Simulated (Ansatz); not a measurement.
CsH (started from an entry of an open crystallographic database) with hydrogen sites as listed (r2SCAN geometry), in Ansatz:

```cif
data_structure
_symmetry_space_group_name_H-M 'P 1'
_symmetry_Int_Tables_number 1
_cell_length_a 4.5102
_cell_length_b 4.5102
_cell_length_c 4.5102
_cell_angle_alpha 60.000
_cell_angle_beta 60.000
_cell_angle_gamma 60.000
_cell_volume 64.87
loop_
_atom_site_label
_atom_site_type_symbol
_atom_site_fract_x
_atom_site_fract_y
_atom_site_fract_z
_atom_site_occupancy
Cs1 Cs 0.00000 0.00000 0.00000 1
H1 H 0.50000 0.50000 0.50000 1
```

G0W0@r2SCAN with 244 empty bands, a screening cutoff of 140 eV and a 4×4×4 mesh (PAW, contour deformation) gives 4.486 eV over the mesh points, from an r2SCAN gap of 2.680 eV; it sums over 249 bands with 259 plane waves in the screening and a wave cutoff of 500 eV. No extrapolation in bands, cutoff or mesh was made for G0W0. The values are computed, spin-unpolarised, and not measurements.

(1) Estimate the gap with mesh 6×6×6, empty bands 105, screening cutoff 80 eV.

(2) Estimate the gap with starting point HSE06.

Answers

(1) 4.396 eV (-0.090 eV), from a Kohn-Sham gap of 2.682 eV.

(2) 4.806 eV (+0.320 eV), from a Kohn-Sham gap of 3.260 eV.

The runs are scalar-relativistic, without spin-orbit coupling.
